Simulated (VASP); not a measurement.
GaP, 2 atoms in the cell. It takes space group F-43m (No. 216, cubic). The conventional cell has a = 5.451 Å, b = 5.451 Å, c = 5.451 Å, α = 90.00°, β = 90.00°, γ = 90.00°. Ga (site symmetry -43m) is surrounded by 4 P at 2.36 Å. Around P (site symmetry -43m) lie 4 Ga at 2.36 Å. 

```yaml
Program: VASP 6.6.1
Task: relaxation of cell and atoms
Functional: RPBE
Dispersion: D3(BJ)
Potentials_or_basis: VASP PAW PBE potentials, release 64 (Ga_d, P)
Cutoff: 600 eV
k_mesh: 8 × 8 × 8
Occupations: fermi-dirac, width 0.05 eV
Spin: no spin polarisation
Further_INCAR_settings: ALGO = Normal; EDIFF = 1e-06; IBRION = 2; EDIFFG = -0.005; NSW = 60; ISIF = 3
```

Potentials or basis: VASP PAW PBE potentials, release 64 (Ga_d, P).

Launch:

```bash
$ cat potpaw_PBE.64/Ga_d/POTCAR potpaw_PBE.64/P/POTCAR > POTCAR
$ mpirun -np 1 vasp_std > vasp.out
```

Hardware: 1 thread of Intel(R) Xeon(R) Platinum 8488C (Sapphire Rapids), with other jobs on the host.

Estimate the wall time of this run.

Run time: 58 s on 1 thread of Intel(R) Xeon(R) Platinum 8488C (Sapphire Rapids) (shared host), peak memory 0.2 GiB. Counts: scf iterations 54, k points 29, ion steps 8.
